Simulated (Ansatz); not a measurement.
# BiTe: the cost of one run

Computed with Ansatz 0.2.0 (DFT PBEsol, scalar-relativistic, plane waves, PAW, unless a step's input says otherwise).

### 1 The structure to begin with

It takes space group R-3m (No. 166, trigonal). Conventional cell: a = 4.798 Å, b = 4.798 Å, c = 9.585 Å, α = 90.00°, β = 90.00°, γ = 120.00°. Bi (site symmetry -3m) is surrounded by 6 Te at 3.20 Å. Te (site symmetry -3m) is surrounded by 6 Bi at 3.20 Å.

Structure file:

```cif
data_structure
_symmetry_space_group_name_H-M 'P 1'
_symmetry_Int_Tables_number 1
_cell_length_a 4.2289
_cell_length_b 4.2289
_cell_length_c 4.2289
_cell_angle_alpha 69.130
_cell_angle_beta 69.130
_cell_angle_gamma 69.130
_cell_volume 63.71
loop_
_atom_site_label
_atom_site_type_symbol
_atom_site_fract_x
_atom_site_fract_y
_atom_site_fract_z
_atom_site_occupancy
Bi1 Bi 0.50000 0.50000 0.50000 1
Te1 Te 0.00000 0.00000 0.00000 1
```

It goes back to an entry of the Materials Project, which need not be the stable form.

It is the result of an earlier relaxation at this level (volume 31.86 Å³/atom; gap on the mesh: none (metal)).

### 2 Electronic structure at the relaxed geometry

File input.yaml:

```yaml
crystal:
  lattice:
    - [2.3992465521, 1.3852056427, 3.19511064]
    - [-2.3992465521, 1.3852056427, 3.19511064]
    - [0.0, -2.7704112854, 3.19511064]
  atoms:
    - { symbol: Bi, position: [0.5, 0.5, 0.5] }
    - { symbol: Te, position: [0.0, 0.0, 0.0] }
basis:
  ecutwfc: 420
kpoints:
  mp_grid: { grid: [12, 12, 12] }
  band_path:
    path:
      - [[0.0, 0.0, 0.0], [0.5, 0.5, 0.5], [0.70802919, 0.29197081, 0.5]]
      - [[0.5, -0.29197081, 0.29197081], [0.5, 0.0, 0.0], [0.0, 0.0, 0.0], [0.39598541, -0.39598541, 0.0]]
      - [[0.60401459, 0.0, 0.39598541], [0.5, 0.0, 0.5], [0.0, 0.0, 0.0]]
    npoints: 14
hamiltonian:
  xc: pbesol
scf:
  occupations: { method: gaussian, width: 0.1 }
  n_extra_bands: 6
output:
  forces: true
  stress: true
  eigenvalues: true
  populations: true
  dos: { projected: true, de: 0.02, nscf_kmesh: { grid: [18, 18, 18] } }
  bader: true
  write_density: true
  write_potential: true
  elf: true
  volumetric_format: npy
```

The run is started by

```sh
ansatz run input.yaml --threads 1 --pin off --max-ram 2560MiB --backend cpu --events-out ev --progress --plain --runs-dir out
```

Q: Estimate wall time and peak memory on 1 thread of Intel Xeon Platinum 8488C (Sapphire Rapids), shared host.

About 54 s, with a peak of 0.73 GiB.
